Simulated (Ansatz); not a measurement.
Crystal: PtSe2 (Sudovikovite).

```
Pt Se
1.0
     3.72400    0.00000    0.00000
    -1.86200    3.22508    0.00000
     0.00000    0.00000    5.06200
Pt Se
1 2
Direct
  0.00000 0.00000 0.00000
  0.66667 0.33333 0.75000
  0.33333 0.66667 0.25000
```

Below is the output of Ansatz 0.2.0 for this cell. Logs are shortened: lines on timing, memory, paths and dates and some standing lists are left out, and cuts for length are marked.

```text
Warning: basis.ecutwfc = 250 eV is below the records' recommended 420 eV, and the density's cutoff is lower with it unless basis.ecutrho_ratio is high enough to keep the records' density cutoff: compare with a run at a higher cutoff
Warning: RAYON_NUM_THREADS=2 ignored (pool sized by the plan → 2); use --threads N
Engine: ansatz 0.2.0, x86_64-unknown-linux-gnu
Pseudopotentials: kind: paw
Pseudopotential: Pt, paw, valence charge 18, recommended cutoff 420 eV (normal), Pt.paw.azcp
Pseudopotential: Se, paw, valence charge 16, recommended cutoff 420 eV (normal), Se.paw.azcp
Functional definition: PBE
  parameter kappa = 0.804
  parameter beta = 0.06672455060314922
  exchange = pbe_x(kappa = kappa, mu = beta*pi^2/3)
  correlation = pbe_c(beta = beta)
Crystal: 3 atoms, lattice volume = 60.796 Å³
Basis set: ecut = 250 eV, 553 PW (Γ), exchange–correlation on 40×40×54 points (8 copies of the dense FFT grid, shifted against one another)
Bands: 30, of which v1, the nominal top of the filled ones, is band 25 counted from 1 (24 counted from 0)
Symmetry: 12 space group operations
Space group: P-3m1 (ITA 164), of the structure as read, at distance tolerance 3.9e-5 Å
k-points: 40 of 320
Non-local potential: Pt, projectors of the file, l = 0: 3, l = 1: 2, l = 2: 2, l = 3: 1
Non-local potential: Se, projectors of the file, l = 0: 2, l = 1: 2, l = 2: 3, l = 3: 1
PAW form: soft (Blöchl's): semilocal exchange-correlation on the pseudo side does not see the compensation charge
PAW one-centre angular grid: Pt, 590 points (default); XC on 64 Gauss nodes
PAW one-centre angular grid: Se, 590 points (default); XC on 64 Gauss nodes
Initial density: superposition of atomic densities (neutral atoms: chi_scale 0, normalization atom), corrected by the library's trained network
Initial wavefunctions: pseudopotential atomic-orbital guess
Functional: x = pbe(κ = 0.804, μ = 0.2195149727645171), c = pbe(β = 0.06672455060314922)
SCF iter   1: F=—  HF=-23460.049445 eV  |F-HF|=—  |Δ(HF+E_count)|=         —  Δρ=2.36e-2  dr2=1.83e-1  ethr=1.77e-3  ⟨swp⟩=6.0  Hψ=4407  notcnv=0
preconditioner: auto → Resta (q_TF=auto, 2.641 Å⁻¹)  ε∞=5.8  [insulator: Δε(μ)=0.158 eV  Ē_g=10.212 eV  σ=0.050 eV  W_gap=0.64  n_scr=22 (ndim 8)  ℏωp=22.3 eV  f_vac=0.042  D(μ)=0.43/eV (n_scr^D=0)  ε∞_Penn≈5.8]
SCF iter   2: F=—  HF=-23459.923386 eV  |F-HF|=—  |Δ(HF+E_count)|=   1.26e-1  Δρ=9.97e-3  dr2=2.09e-2  ethr=3.67e-4  ⟨swp⟩=2.1  Hψ=2591  notcnv=0  defer=6
preconditioner: auto → LDOS  [metal: Δε(μ)=0.145 eV  Ē_g=10.240 eV  σ=0.050 eV  W_gap=0.48  n_scr=22 (ndim 8)  ℏωp=22.3 eV  f_vac=0.042  D(μ)=0.70/eV (n_scr^D=2)  β→1.0]
SCF iter   3: F=—  HF=-23459.913889 eV  |F-HF|=—  |Δ(HF+E_count)|=   9.50e-3  Δρ=1.79e-3  dr2=2.95e-3  ethr=4.19e-5  ⟨swp⟩=2.0  Hψ=2388  notcnv=0  defer=6
SCF iter   4: F=—  HF=-23459.913781 eV  |F-HF|=—  |Δ(HF+E_count)|=   1.08e-4  Δρ=7.25e-4  dr2=7.01e-4  ethr=5.90e-6  ⟨swp⟩=2.0  Hψ=1545  notcnv=0  defer=6
SCF iter   5: F=—  HF=-23459.913634 eV  |F-HF|=—  |Δ(HF+E_count)|=   1.47e-4  Δρ=2.38e-4  dr2=5.69e-5  ethr=1.40e-6  ⟨swp⟩=2.0  Hψ=1376  notcnv=0  defer=6
SCF iter   6: F=—  HF=-23459.913579 eV  |F-HF|=—  |Δ(HF+E_count)|=   5.51e-5  Δρ=4.41e-5  dr2=3.05e-6  ethr=1.14e-7  ⟨swp⟩=2.5  Hψ=1682  notcnv=0  defer=6
SCF iter   7: F=-23459.913578 eV  HF=-23459.913578 eV  |F-HF|=5.93e-9  |Δ(HF+E_count)|=   1.07e-6  Δρ=4.42e-6  dr2=1.45e-8  ethr=2.00e-10  ⟨swp⟩=3.5  Hψ=4514  notcnv=0
SCF 1 converged in 7 iterations: F = -23459.913578 eV  dr2 = 1.45e-8
  greatest PAW one-centre occupation: 1.001 electrons in one spin orbital (limit 2), on the Pt atom at site 0 (counted from 0), in its partial waves of l = 1
SCF converged after 7 iterations
Free energy (F): -23459.913578 eV
Harris-Foulkes:  -23459.913578 eV  (|F-HF|=5.93e-9)
Internal energy: -23459.907972 eV  (E = F + TS)
E sigma→0 (E₀):  -23459.910775 eV
Entropy (-TS):   -0.005606 eV (-1.869 meV/atom)
Fermi energy:    13.316102 eV
--- Per-component energies (eV) ---
  E_band       = -979.587847
  E_kinetic    = 884.584312
  E_local      = -6790.220935  (includes V_loc(G=0)·N_el)
  E_nonlocal   = -980.705217
  E_hartree    = 3150.838432
  E_xc         = -473.320860
  E_vxc        = -503.320026  (∫ρ·V_xc dr)
  E_paw        = -13293.123920  (= ΣΔE_a)
  E_vpaw       = 108.425005  (= ΣTr[D̂ρ^β])
  E_aug_tail   = -0.024420  (compensation charges beyond the density's cutoff)
  E_ewald      = -5957.935364
  E_smearing   = -0.005606  (= −TS)
  E_closure    = 0.000000  (closes the sum)
  Σ components = -23459.913578   (vs F -23459.913578, Δ=0.00e0)
--- Forces (eV/Å), atoms counted from 1 ---
  atom   1  Pt     0.00000000     0.00000000     0.00000000
  atom   2  Se     0.00000000    -0.00000000    -0.58115028
  atom   3  Se    -0.00000000     0.00000000     0.58115028
  max |Σ_I F_I| component: 2.31e-18 eV/Å
--- Stress (GPa, compression-positive) ---
        7.976791       0.000000       0.000000
       -0.000000       7.976791       0.000000
       -0.000000       0.000000       6.029068
  P = ⅓ Tr σ = 7.3276 GPa (73.276 kbar)
--- Band table (eV; the first three rows and the last of 40) ---
  k-point 0: bands = ["-86.8737", "-40.8715", "-40.8715", "-40.7629", "-36.0988", "-36.0988", "-36.0878", "-36.0878", "-36.0867", "-36.0867", "-36.0737", "-36.0737", "-36.0695", "-36.0575", "-2.4432", "0.3711", "6.0862", "6.7776", "6.7776", "9.2300", "9.2300", "10.6893", "12.2149", "12.2149", "13.6773", "14.7233", "14.7233", "16.9747", "17.4671", "20.7236"]
  k-point 1: bands = ["-86.8734", "-40.8666", "-40.8666", "-40.7613", "-36.0963", "-36.0963", "-36.0867", "-36.0867", "-36.0798", "-36.0798", "-36.0692", "-36.0676", "-36.0676", "-36.0658", "-2.2977", "0.0259", "6.6015", "6.7980", "6.7980", "9.2336", "9.2336", "10.6478", "12.0496", "12.0496", "12.8319", "15.0115", "15.0115", "17.2842", "18.3082", "20.5890"]
  k-point 2: bands = ["-86.8734", "-40.8693", "-40.8693", "-40.7584", "-36.0966", "-36.0966", "-36.0934", "-36.0934", "-36.0779", "-36.0779", "-36.0679", "-36.0679", "-36.0669", "-36.0585", "-1.9584", "-0.5902", "6.8251", "6.8251", "7.6058", "9.2050", "9.2050", "10.4373", "11.7166", "11.8167", "11.8167", "15.4763", "15.4763", "18.0117", "19.4306", "20.2757"]
  k-point 39: bands = ["-86.8718", "-40.8629", "-40.8622", "-40.7548", "-36.0970", "-36.0957", "-36.0911", "-36.0881", "-36.0784", "-36.0748", "-36.0663", "-36.0632", "-36.0626", "-36.0609", "-0.4935", "-0.3620", "6.3577", "6.8894", "7.4569", "8.4314", "8.7763", "9.4996", "9.6395", "10.7171", "10.9784", "14.7510", "15.2513", "19.1726", "20.2631", "21.1355"]
```

Task: Write the input and the command behind it.

Result: Single point with PBE, no spin polarisation. The files as run (others can give the same):

input.yaml
```yaml
crystal:
  lattice:
    - [3.724, 0.0, 0.0]
    - [-1.862, 3.2250786037, 0.0]
    - [0.0, 0.0, 5.062]
  atoms:
    - { symbol: Pt, position: [0.0, 0.0, 0.0] }
    - { symbol: Se, position: [0.6666666667, 0.3333333333, 0.75] }
    - { symbol: Se, position: [0.3333333333, 0.6666666667, 0.25] }
hamiltonian:
  xc: pbe
  pseudopotentials: { kind: paw }
kpoints:
  mp_grid: { grid: [8, 8, 5] }
scf:
  occupations: { method: fermi_dirac, width: 0.05 }
basis:
  ecutwfc: "250 eV"
output:
  forces: true
  stress: true
  eigenvalues: true
```

Potentials or basis: Ansatz PAW.
The run is started by
```console
$ ansatz run input.yaml --threads 2 --pin off --max-ram 5120MiB --backend cpu --events-out ev --progress --plain --runs-dir out
```

Caveat: the pressure holds a Pulay correction of +44.4 GPa for the finite cutoff; the cutoff lies under the one recommended for these potentials.
